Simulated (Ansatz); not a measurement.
**Convergence test, Hf2Si**

All numbers below come from DFT r2SCAN, scalar-relativistic, plane waves, PAW in Ansatz 0.2.0.

```
CELL_PARAMETERS angstrom
-3.25584 3.26711 2.58180
3.26967 -3.30366 2.64569
3.22887 3.27669 -2.62815
ATOMIC_POSITIONS crystal
Hf 0.83758 0.64776 0.50120
Hf 0.34445 0.83546 0.18105
Hf 0.16116 0.34470 0.49634
Hf 0.64501 0.15856 0.80486
Si 0.76100 0.76283 0.01355
Si 0.25702 0.25213 0.99144
```

```
Γ-centred k-mesh               : 8×8×6
occupation rule                : Gaussian smearing, 0.1 eV
spin treatment                 : unpolarised
valence charge of the PAW sets : Hf 26, Si 4
```

The atoms stay fixed while the plane-wave cutoff is varied. ΔE is the energy extrapolated to zero smearing, less that of the reference run (600 eV). The cell was strained and its atoms displaced at random, so that forces don't vanish. Spin–orbit coupling is left out. Pressure is positive in compression and holds a correction for the finite cutoff (Pulay stress).

Times are rough; the reference took 5.4 min on 1 thread of Oxide Virtual Turin-like Processor (Zen 5) (shared host), peak memory 1.9 GiB.

Q: Tried: 200, 250, 300, 350, 500, 600 eV. From which plane-wave cutoff on does the energy per atom stay within 100, 10 and 1 meV of the reference?

A: 300 for 100 meV, 350 for 10 meV, 500 for 1 meV. The reference itself isn't shown to be converged. At 350 eV, where the energy is within 10 meV, force components already agree to within 0.003 eV/Å, where the largest force is 1.113 eV/Å.

| cutoff (eV) | ΔE (meV/atom) | P (GPa) | largest change of a force component (eV/Å) | plane waves at Γ | wall time (s) |
| --- | --- | --- | --- | --- | --- |
| 200 | 4111 | -2.17 | 0.390 | 713 | 92 |
| 250 | 747 | 0.03 | 0.067 | 993 | 130 |
| 300 | 84.5 | 0.43 | 0.008 | 1313 | 110 |
| 350 | 6.94 | 0.48 | 0.003 | 1617 | 160 |
| 500 | 0.38 | 0.43 | 0.000 | 2855 | 280 |
| 600 | 0.00 | 0.44 | 0.000 | 3719 | 320 |